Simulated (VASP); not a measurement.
# Be18H4C in VASP: notebook, part 2 of 4

VASP 6.6.1. Earlier steps stand in the parts before.

## Step 3: Single point, PBEsol

Contents of INCAR:

```
PREC     = Accurate       # precision mode
ENCUT    = 520            # plane-wave cutoff, eV
EDIFF    = 1E-6           # SCF threshold, eV
ISMEAR   = -1             # smearing method
SIGMA    = 0.15           # smearing width, eV
LREAL    = Auto         
LASPH    = T              # aspherical terms in the spheres
NELM     = 80             # most SCF steps
ALGO     = Fast           # electronic algorithm
ISIF     = 2              # what is computed and relaxed
LWAVE    = F              # write WAVECAR
LCHARG   = F              # write CHGCAR
GGA      = PS             # functional
NBANDS   = 39             # bands
```

Contents of KPOINTS:

```
Automatic mesh
0
Gamma
  5 4 1
```

Contents of POSCAR:

```
Be18H4C
1.0
    4.5800000000      0.0000000000      0.0000000000
    3.4350000000      5.9495950000      0.0000000000
    0.0000000000      0.0000000000     16.5884300000
Be C H
18 1 4
Direct
    0.0000000000      0.0000000000      0.0602830000
    0.5000000000      0.0000000000      0.0602830000
    0.0000000000      0.3333333000      0.0602830000
    0.5000000000      0.3333333000      0.0602830000
    0.0000000000      0.6666667000      0.0602830000
    0.5000000000      0.6666667000      0.0602830000
   -0.1671562232      0.2224591276      0.1703081635
    0.3329122401      0.2224678428      0.1703035004
   -0.1671508731      0.5558424085      0.1703528183
    0.3328660859      0.5558055001      0.1703435808
   -0.1671491704      0.8891627372      0.1703015841
    0.3328657638      0.8891566008      0.1703671033
   -0.0001338902      0.0000660829      0.2803912483
    0.5000838372      0.0000411131      0.2803349783
    0.0001752120      0.3332281137      0.2803266270
    0.4999724671      0.3332807912      0.2803891964
   -0.0000268244      0.6667257307      0.2803252939
    0.4999992620      0.6666854986      0.2805569559
    0.5172209915      0.6606026020      0.5102360286
    0.2715311889      0.6854744681      0.4907801473
    0.7183436981      0.4978638762      0.4878415747
    0.5524716656      0.7958912114      0.4855607182
    0.5263805951      0.6631800947      0.5763467835
```

Potentials or basis: VASP PAW PBE potentials, release 64 (Be, C, H).

Command:

```bash
$ cat potpaw_PBE.64/Be/POTCAR potpaw_PBE.64/C/POTCAR potpaw_PBE.64/H/POTCAR > POTCAR
$ mpirun -np 1 vasp_std > vasp.out
```

OUTCAR:

```text
PREC = Accurate
   ENCUT = 520
   EDIFF = 1E-6
   ISMEAR = -1
   LREAL = Auto
   LASPH = T
   NELM = 80
   ISIF = 2
   GGA = PS

 ion  position               nearest neighbor table
   1  0.000  0.000  0.060-  12 2.25  11 2.25   7 2.25   5 2.29   3 2.29   2 2.29   2 2.29   6 2.29
                             4 2.29
   2  0.500  0.000  0.060-  11 2.25   8 2.25  12 2.25   6 2.29   4 2.29   1 2.29   1 2.29   5 2.29
                             3 2.29
   3  0.000  0.333  0.060-   8 2.25   7 2.25   9 2.26   1 2.29   4 2.29   4 2.29   2 2.29   6 2.29
                             5 2.29
   4  0.500  0.333  0.060-   7 2.25   8 2.25  10 2.26   2 2.29   3 2.29   3 2.29   1 2.29   5 2.29
                             6 2.29
   5  0.000  0.667  0.060-  10 2.25   9 2.25  11 2.25   1 2.29   6 2.29   6 2.29   2 2.29   4 2.29
                             3 2.29
   6  0.500  0.667  0.060-   9 2.25  10 2.25  12 2.26   2 2.29   5 2.29   5 2.29   1 2.29   3 2.29
                             4 2.29
   7  0.833  0.222  0.170-   4 2.25  16 2.25  15 2.25   3 2.25   1 2.25  13 2.26   8 2.29  11 2.29
                            12 2.29  10 2.29   8 2.29   9 2.29
   8  0.333  0.222  0.170-  15 2.25   3 2.25   4 2.25  16 2.25   2 2.25  14 2.25   7 2.29  11 2.29
                            10 2.29  12 2.29   9 2.29   7 2.29
   9  0.833  0.556  0.170-   6 2.25  17 2.25  15 2.25   5 2.25  18 2.25   3 2.26  12 2.29  11 2.29
[... 652 lines left out ...]
     33       4.1539      0.00000
     34       4.1613      0.00000
 [bands above 34 left out]

------------------------ aborting loop because EDIFF is reached ----------------------------------------

  FORCE on cell =-STRESS in cart. coord.  units (eV):
  Direction    XX          YY          ZZ          XY          YZ          ZX
  --------------------------------------------------------------------------------------
  -------------------------------------------------------------------------------------
  Total      -13.7629155    -13.2584266      0.2538892     -0.1469817      0.0036408     -0.0002216
  in kB      -48.7823660    -46.9942156      0.8999051     -0.5209736      0.0129047     -0.0007854
  external PRESSURE =     -31.6255588 kB  Pullay stress =       0.0000000 kB

 VOLUME and BASIS-vectors are now :
 -----------------------------------------------------------------------------
  energy-cutoff  :      520.00
  volume of cell :      452.02
      direct lattice vectors                 reciprocal lattice vectors
     4.580000000  0.000000000  0.000000000     0.218340611 -0.126059001  0.000000000
     3.435000000  5.949595000  0.000000000     0.000000000  0.168078668  0.000000000
     0.000000000  0.000000000 16.588430000     0.000000000  0.000000000  0.060282980

 POSITION                                       TOTAL-FORCE (eV/Angst)
 -----------------------------------------------------------------------------------
      0.00000      0.00000      1.00000        -0.000179      0.000500     -0.012202
      2.29000      0.00000      1.00000         0.000001      0.000653     -0.013258
      1.14500      1.98320      1.00000         0.000921     -0.000389     -0.013369
      3.43500      1.98320      1.00000        -0.001133     -0.000972     -0.012275
      2.29000      3.96640      1.00000        -0.000509     -0.000461     -0.013648
      4.58000      3.96640      1.00000         0.000247      0.000577     -0.007881
[... 15 lines left out ...]
      5.26421      4.73523      8.05469         0.009929      0.014010     -0.006341
      4.68885      3.94565      9.56069         0.001428      0.003020      0.031186
 -----------------------------------------------------------------------------------
    total drift:                                0.005016      0.001104     -0.006751

  FREE ENERGIE OF THE ION-ELECTRON SYSTEM (eV)
  ---------------------------------------------------
  free  energy   TOTEN  =       -89.4399814518 eV

  energy  without entropy=      -89.0628906389  energy(sigma->0) =      -89.25143605
```

stdout:

```text
POSCAR found type information on POSCAR BeC H
 POSCAR found :  3 types and      23 ions
 scaLAPACK will be used
 -----------------------------------------------------------------------------
|                                                                             |
|                                                                             |
|     You enforced a specific xc type in the INCAR file but a different       |
|     I HOPE YOU KNOW WHAT YOU ARE DOING!                                     |
|                                                                             |
 -----------------------------------------------------------------------------

 LDA part: xc-table for (Slater+PW92), standard interpolation
 POSCAR, INCAR and KPOINTS ok, starting setup
 FFT: planning ... GRIDC
 FFT: planning ... GRID_SOFT
 FFT: planning ... GRID
 WAVECAR not read
 entering main loop
```

Wall time 4.7 min (1 thread of AMD EPYC 9R14 (Zen 4), shared host); peak memory 0.54 GiB.

Results:

| Property | Result |
| --- | --- |
| Free energy | -89.4400 eV |
| Largest force | 0.031 eV/Å |
| Band gap on the k mesh | none (metal or under the smearing width) |

Forces in eV/Å, atoms in the order of the input:
```
Be   0.000  0.001 -0.012
Be   0.000  0.001 -0.013
Be   0.001  0.000 -0.013
Be  -0.001 -0.001 -0.012
Be  -0.001  0.000 -0.014
Be   0.000  0.001 -0.008
Be   0.000  0.000  0.001
Be  -0.001  0.000  0.001
Be  -0.001 -0.001  0.001
Be   0.000  0.000  0.001
Be   0.000  0.001 -0.001
Be  -0.001  0.001  0.000
Be   0.001  0.000  0.013
Be  -0.001  0.002  0.013
Be  -0.001  0.000  0.012
Be   0.001  0.000  0.012
Be   0.000 -0.001  0.013
Be  -0.001 -0.001  0.012
C    0.002  0.005 -0.015
H   -0.018  0.000 -0.004
H    0.009 -0.022 -0.011
H    0.010  0.014 -0.006
H    0.001  0.003  0.031
```

Caveat: the PAW data sets were made with another functional, which shifts forces and pressure a little.

(Continued in part 3 of 4.)
